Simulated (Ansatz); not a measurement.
# AgCl: the cost of one run

Method: DFT PBEsol, scalar-relativistic, in Ansatz 0.2.0.

**1. The starting structure**

It takes space group Cmcm (No. 63, orthorhombic). Conventional cell: a = 3.742 Å, b = 11.113 Å, c = 3.924 Å, α = 90.00°, β = 90.00°, γ = 90.00°. Ag (site symmetry m2m) has 5 Cl at 2.73 to 2.91 Å and 2 Ag at 3.02 Å as nearest neighbours. Cl (site symmetry m2m) has 5 Ag at 2.73 to 2.91 Å as nearest neighbours.

As a file:

```
CELL_PARAMETERS angstrom
1.87091 -5.55660 0.00000
1.87091 5.55660 0.00000
0.00000 0.00000 3.92404
ATOMIC_POSITIONS crystal
Ag 0.39656 0.60344 0.75000
Ag 0.60344 0.39656 0.25000
Cl 0.86545 0.13455 0.25000
Cl 0.13455 0.86545 0.75000
```

Atoms are numbered in the order of the input: Ag1, Ag2, Cl3, Cl4.

**2. The deformed structure**

Space group Cmcm before, Cmcm after.

**3. Full-potential LAPW**

input.yaml

```yaml
crystal:
  lattice:
    - [1.8147824119, -5.3898973787, 0.0]
    - [1.8147824119, 5.3898973787, 0.0]
    - [0.0, 0.0, 3.92403735]
  atoms:
    - { symbol: Ag, position: [0.3965554, 0.6034446, 0.75] }
    - { symbol: Ag, position: [0.6034446, 0.3965554, 0.25] }
    - { symbol: Cl, position: [0.86544873, 0.13455127, 0.25] }
    - { symbol: Cl, position: [0.13455127, 0.86544873, 0.75] }
kpoints:
  mp_grid: { grid: [9, 9, 8] }
  band_path:
    path:
      - [0.0, 0.0, 0.0]
      - [-0.5, 0.5, 0.0]
      - [-0.2783418463, 0.7216581537, 0.0]
      - [0.2783418463, 0.2783418463, 0.0]
      - [0.0, 0.0, 0.0]
      - [0.0, 0.0, 0.5]
      - [0.2783418463, 0.2783418463, 0.5]
      - [-0.2783418463, 0.7216581537, 0.5]
      - [-0.5, 0.5, 0.5]
    npoints: 5
scf:
  occupations: { method: fermi_dirac, width: 0.03 }
hamiltonian:
  xc: pbesol
  pseudopotentials: { kind: all_electron, lapw: { basis_error: 0.001 } }
output:
  forces: true
  stress: true
  eigenvalues: true
```

Run with:

```bash
$ ansatz run input.yaml --threads 1 --pin off --max-ram 6144MiB --backend cpu --events-out ev --progress --plain --runs-dir out
```

Q: Estimate wall time and peak memory on 1 thread of Arm Neoverse V2, shared host.

About 1.7 min, with a peak of 0.81 GiB.
